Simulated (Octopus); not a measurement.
KI:

```
I K
1.0
     0.00000    3.53277    3.53277
     3.53277    0.00000    3.53277
     3.53277    3.53277    0.00000
I K
1 1
Direct
  0.50000 0.50000 0.50000
  0.00000 0.00000 0.00000
```

Base run:

| Quantity | Value |
| --- | --- |
| Program | Octopus 16.4 |
| Functional | PBE |
| Potentials or basis | pseudodojo_pbe (PseudoDojo 0.5, PBE) |
| Grid spacing | 0.143 Å |
| k mesh | 7 × 7 × 7 |
| Occupations | fermi-dirac, width 0.05 eV |
| Spin | no spin polarisation |

Its results: band gap on the k mesh 3.96 eV, direct.

Q: The run is repeated on the same cell with these changes: functional from PBE to PBEsol; potentials or basis from pseudodojo_pbe (PseudoDojo 0.5, PBE) to pseudodojo_pbesol (PseudoDojo 0.4, PBEsol). What comes out?

A: Band gap on the k mesh 3.81 eV, direct.

Caveats: spin-orbit coupling is left out, which moves the levels of the heavy elements; an odd mesh through Γ misses points on the zone boundary, where band edges often lie.

Not every run made on this cell is shown here.
